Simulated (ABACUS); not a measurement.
# NiO (Fm-3m) in ABACUS: notebook

Aim: see how the results for NiO move with the level of theory and the settings. Levels: PBE0-type (share 0.1), PBE0-type (share 0.25), PBE0-type (share 0.4), LDA, PBEsol. Tasks: single point.

Program: ABACUS 3.10.1. These are calculated values, not measurements. Logs are shortened: lines on timing, memory, paths and dates and some standing lists are left out, and cuts for length are marked.

**What was measured.**

“Local correlations, non-local screening, multiplets, and band formation in NiO”, 2012, arxiv:1210.6675 quotes, for a bulk crystal of NiO: band gap 4.3 eV.

The runs below are set against these values where they give the same quantity.

**1. The crystal as given**

The structure is cubic, space group Fm-3m (No. 225). The conventional cell has a = 4.172 Å, b = 4.172 Å, c = 4.172 Å, α = 90.00°, β = 90.00°, γ = 90.00°. Around Ni (site symmetry m-3m) lie 6 O at 2.09 Å. O (site symmetry m-3m) is surrounded by 6 Ni at 2.09 Å.

**2. Single point, PBE0-type (share 0.1), collinear spin, ferromagnetic start**

File INPUT:

```
INPUT_PARAMETERS
suffix              NiO
calculation         scf
basis_type          lcao
pseudo_dir          ./
orbital_dir         ./
symmetry            1
dft_functional      pbe0
ecutwfc             100
pseudo_rcut         7
nspin               2
nbands              17
ks_solver           genelpa
smearing_method     fd
smearing_sigma      0.00367493
scf_thr             1e-07
scf_nmax            100
mixing_type         broyden
mixing_beta         0.4
exx_hybrid_alpha    0.1
exx_separate_loop   1
scf_ene_thr         1e-05
exx_pca_threshold   0.001
exx_ccp_rmesh_times 2.5
out_mul             1
```

File STRU:

```
ATOMIC_SPECIES
Ni 58.6934 Ni_ONCV_PBE-1.2.upf
O 15.9990 O_ONCV_PBE-1.2.upf

NUMERICAL_ORBITAL
Ni_confined-atom_7au_3s2p2d1f.orb
O_confined-atom_6au_2s2p1d.orb

LATTICE_CONSTANT
1.8897261246

LATTICE_VECTORS
0.0000000000 2.0859016414 2.0859016414
2.0859016414 0.0000000000 2.0859016414
2.0859016414 2.0859016414 0.0000000000

ATOMIC_POSITIONS
Direct

Ni
0.0
1
0.0000000000 0.0000000000 0.0000000000 1 1 1 mag 1

O
0.0
1
0.5000000000 0.5000000000 0.5000000000 1 1 1 mag 0
```

File KPT:

```
K_POINTS
0
Gamma
5 5 5 0 0 0
```

Potentials or basis: SG15 ONCV 1.2 PBE, DZP LCAO (the cutoffs set its grid).

Launch:

```console
$ OMP_NUM_THREADS=8 abacus > log
```

running log:

```text
ABACUS v3.10.1

               Atomic-orbital Based Ab-initio Computation at UStc

 ------------------------------------------------------------------------------------

 READING GENERAL INFORMATION
                           global_out_dir = OUT.NiO/
                           global_in_card = INPUT
                               pseudo_dir = ./
                              orbital_dir = ./
                                    DSIZE = 1
                                    GSIZE = 1

 READING UNITCELL INFORMATION
                                    ntype = 2
                  lattice constant (Bohr) = 1.88973
              lattice constant (Angstrom) = 1

 READING ATOM TYPE 1
                               atom label = Ni
                      L=0, number of zeta = 3
                      L=1, number of zeta = 2
                      L=2, number of zeta = 2
                      L=3, number of zeta = 1
             number of atom for this type = 1
               magnetization of element 1 = 1

 READING ATOM TYPE 2
                               atom label = O
                      L=0, number of zeta = 2
                      L=1, number of zeta = 2
                      L=2, number of zeta = 1
             number of atom for this type = 1
               magnetization of element 2 = 0

                        TOTAL ATOM NUMBER = 2
DIRECT COORDINATES
    atom                   x                   y                   z     mag                  vx                  vy                  vz
taud_Ni1            0.0000000000        0.0000000000        0.0000000000  1.0000        0.0000000000        0.0000000000        0.0000000000
taud_O1            0.5000000000        0.5000000000        0.5000000000  0.0000        0.0000000000        0.0000000000        0.0000000000

                          Volume (Bohr^3) = 122.492
                             Volume (A^3) = 18.1514

 Lattice vectors: (Cartesian coordinate: in unit of a_0)
                   +0             +2.0859             +2.0859
              +2.0859                  +0             +2.0859
              +2.0859             +2.0859                  +0
 Reciprocal vectors: (Cartesian coordinate: in unit of 2 pi/a_0)
            -0.239704           +0.239704           +0.239704
            +0.239704           -0.239704           +0.239704
            +0.239704           +0.239704           -0.239704
 The esolver type has been set to : ksdft_lcao

                PAO radial cut off (Bohr) = 7

 Read in pseudopotential file is Ni_ONCV_PBE-1.2.upf
                     pseudopotential type = NC
          exchange-correlation functional = PBE
                 nonlocal core correction = 0
                        valence electrons = 18
                                     lmax = 2
                           number of zeta = 0
                     number of projectors = 6
                           L of projector = 0
                           L of projector = 0
                           L of projector = 1
                           L of projector = 1
                           L of projector = 2
                           L of projector = 2
 XC functional updated to : pbe0
          exchange-correlation functional = PBE0
                PAO radial cut off (Bohr) = 7

 Read in pseudopotential file is O_ONCV_PBE-1.2.upf
                     pseudopotential type = NC
          exchange-correlation functional = PBE
                 nonlocal core correction = 0
                        valence electrons = 6
                                     lmax = 1
                           number of zeta = 0
                     number of projectors = 4
                           L of projector = 0
                           L of projector = 0
                           L of projector = 1
                           L of projector = 1
 XC functional updated to : pbe0
          exchange-correlation functional = PBE0
     initial pseudo atomic orbital number = 0
 The readin total magnetization is 1

 SETUP THE ELECTRONS NUMBER
            electron number of element Ni = 18
      total electron number of element Ni = 18
             electron number of element O = 6
       total electron number of element O = 6
            AUTOSET number of electrons:  = 24
                           occupied bands = 12
                                   NLOCAL = 39
                                   NBANDS = 17
                                   NBANDS = 17
                                   NLOCAL = 39

%%%%%%%%%%%%%%%%%%%%%%%%%%%%%%%%%%%%%%%%%%%%%%%%%%%%%%%%%%%%%%%%%%%%%%%%%%%%%%%%%%%%%%%%%%%%%%%%%%%%%%%%%%
 Warning: the number of valence electrons in pseudopotential > 10 for Ni: [Ar] 3d8 4s2
 Pseudopotentials with additional electrons can yield (more) accurate outcomes, but may be less efficient.
 If you're confident that your chosen pseudopotential is appropriate, you can safely ignore this warning.
[... 95 lines left out ...]
       minimum distributed K point number = 10
[... stars of the k points ...]
                             nks(nspin=2) = 20
                          nkstot(nspin=2) = 20

[... K-POINTS CARTESIAN COORDINATES: 20 rows ...]

[... K-POINTS DIRECT COORDINATES: 20 rows ...]

 SETUP PLANE WAVES FOR WAVE FUNCTIONS
     energy cutoff for wavefunc (unit:Ry) = 100
              fft grid for wave functions = [ 36, 36, 36 ]
                    number of plane waves = 2741
                         number of sticks = 253

 PARALLEL PW FOR WAVE FUNCTIONS
     PROC   COLUMNS(POT)             PW
        1            253           2741
 --------------- sum -------------------
        1            253           2741

 SET NONLOCAL PSEUDOPOTENTIAL PROJECTORS
 SET NONLOCAL PSEUDOPOTENTIAL PROJECTORS
 max number of nonlocal projetors among all species is 6

 Auxiliary basis functions
		Ni		6 s		5 p		5 d		4 f		3 g		2 h		1 i
		O		4 s		3 p		3 d		2 f		1 g

 -------------------------------------------
 SELF-CONSISTENT
 -------------------------------------------

 SETUP SEARCHING RADIUS FOR PROGRAM TO SEARCH ADJACENT ATOMS
                  longest orb rcut (Bohr) = 7
   longest nonlocal projector rcut (Bohr) = 2.3
                     search radius (Bohr) = 18.6
              searching radius is (Bohr)) = 18.6
         searching radius unit is (Bohr)) = 1.89
                         PeriodicBoundary = 1
                        Radius(unit:lat0) = 9.84
                                   glayer = [ 6, 6, 6 ]
                             glayer_minus = [ 5, 5, 5 ]

Find the coordinate range of the input atom(unit:lat0).
                                  min_tau = [ -20.9, -20.9, -20.9 ]
                                  max_tau = [ 22.9, 22.9, 22.9 ]
                                BoxNumber = [ 11, 11, 11 ]

 SETUP EXTENDED REAL SPACE GRID FOR GRID INTEGRATION
                          real space grid = [ 36, 36, 36 ]
                 big cell numbers in grid = [ 9, 9, 9 ]
             meshcell numbers in big cell = [ 4, 4, 4 ]
                        extended fft grid = [ 14, 14, 14 ]
                dimension of extened grid = [ 38, 38, 38 ]
                            UnitCellTotal = 125
              Atom number in sub-FFT-grid = 2
    Local orbitals number in sub-FFT-grid = 39
                                ParaV.nnr = 135707
                                 init_chg = atomic

 LCAO ALGORITHM --------------- ION=   1  ELEC=   1--------------------------------
          total magnetism (Bohr mag/cell) = 0.95773
       absolute magnetism (Bohr mag/cell) = 0.957734
                        nelec for spin up = 12.4789
                      nelec for spin down = 11.5211
 DeltaE_womix = -4640.86 eV
[... 145 lines left out ...]
 Density error is 5.5731540132e-06
----------------------------------------------------------
     Energy           Rydberg                 eV
----------------------------------------------------------
 E_KohnSham     -340.1745754018      -4628.3125401953
 E_Harris       -340.1742885537      -4628.3086374260
 E_Fermi        1.1474882738         15.6123789117
----------------------------------------------------------

[... 47 further cycles ...]
 LCAO ALGORITHM --------------- ION=   1  ELEC=   7--------------------------------
          total magnetism (Bohr mag/cell) = 1.99997
       absolute magnetism (Bohr mag/cell) = 2.01424
                        nelec for spin up = 13
                      nelec for spin down = 11
 DeltaE_womix = -4.55549e-05 eV
[... 33 lines left out ...]
 Density error is 2.35691685452e-08
----------------------------------------------------------
     Energy           Rydberg                 eV
----------------------------------------------------------
 E_KohnSham     -340.1562746916      -4628.0635462593
 E_KS(sigma->0) -340.1562741834      -4628.0635393450
 E_Harris       -340.1562750407      -4628.0635510082
 E_band         -24.6708053123       -335.6635264965
 E_one_elec     -153.5919921284      -2089.7262601178
 E_Hartree      90.0154717591        1224.7233240821
 E_xc           -33.8594520472       -460.6814789998
 E_Ewald        -239.2233075094      -3254.8000765339
 E_entropy(-TS) -0.0000010164        -0.0000138287
 E_descf        0.0000000000         0.0000000000
 E_exx          -3.4969937493        -47.5790408613
 E_Fermi        1.1142403379         15.1600175369
----------------------------------------------------------

 LCAO ALGORITHM --------------- ION=   1  ELEC=   1--------------------------------
          total magnetism (Bohr mag/cell) = 1.99997
       absolute magnetism (Bohr mag/cell) = 2.01424
                        nelec for spin up = 13
                      nelec for spin down = 11
 DeltaE_womix = 0.0268916 eV
[... 97 lines left out ...]
 Density error is 4.52729403847e-08
----------------------------------------------------------
     Energy           Rydberg                 eV
----------------------------------------------------------
 E_KohnSham     -340.1562751182      -4628.0635520626
 E_KS(sigma->0) -340.1562746199      -4628.0635452839
 E_Harris       -340.1562755793      -4628.0635583361
 E_band         -24.6716754979       -335.6753659782
 E_one_elec     -153.5911214682      -2089.7144141781
 E_Hartree      90.0147205134        1224.7131028592
 E_xc           -33.8594472467       -460.6814136857
 E_Ewald        -239.2233075094      -3254.8000765339
 E_entropy(-TS) -0.0000009965        -0.0000135574
 E_descf        0.0000000000         0.0000000000
 E_exx          -3.4971184107        -47.5807369667
 E_Fermi        1.1143212487         15.1611183844
----------------------------------------------------------

 charge density convergence is achieved
 final etot is -4628.0635521 eV
 EFERMI = 15.161118384 eV

 STATE ENERGY(eV) AND OCCUPATIONS    NSPIN == 2
SPIN UP :
 1/10 kpoint (Cartesian) = 0.0000 0.0000 0.0000 (2085 pws)
       1       -91.8369     0.00800000
       2       -51.7562     0.00800000
       3       -51.7562     0.00800000
       4       -51.7562     0.00800000
       5       -6.01560     0.00800000
       6        10.7787     0.00800000
[... 9 lines left out ...]
      16        35.1598        0.00000
[... 82 lines left out ...]
       4       -51.7623       0.192000
       5       -4.53040       0.192000
       6        7.14617       0.192000
[... 9 lines left out ...]
      16        27.9211        0.00000
      17        31.0685        0.00000

[... levels at 14 further k points ...]

-------------------------------------------------
 Total Magnetism (uB)
-------------------------------------------------
                        Ni1         1.6827764928
                         O1         0.3171949193
-------------------------------------------------

 --------------------------------------------
 !FINAL_ETOT_IS -4628.063552062605 eV
 --------------------------------------------
```

It took 5.1 min on 8 threads of AMD EPYC 9R45 (Zen 5), shared host; peak memory 8.2 GiB.

What came out:

* Free energy: -4628.0636 eV
* Band gap on the k mesh: 0.82 eV, indirect (least direct gap 1.65 eV)
* Net moment: 2.00 μB per cell
* Absolute moment: 2.01 μB per cell
* Site moments: Ni +1.68; O +0.32 μB
* Mulliken charges: Ni +0.51; O -0.51 e

Caveat: the k mesh is coarse (spacing up to 0.52 Å⁻¹), so the values aren't converged, least of all with exact exchange; the atomic orbitals were generated for these runs and aren't a published set; gaps of hybrids in this basis differ from plane-wave ones by up to 0.1 eV; Mulliken charges move with the basis; an odd mesh through Γ misses points on the zone boundary, where band edges often lie; the basis of atomic orbitals isn't converged, which shifts pressures, moduli and gaps; a cell with one magnetic atom can't hold antiferromagnetic order, which such compounds often take.

[end of part 1 of 2]
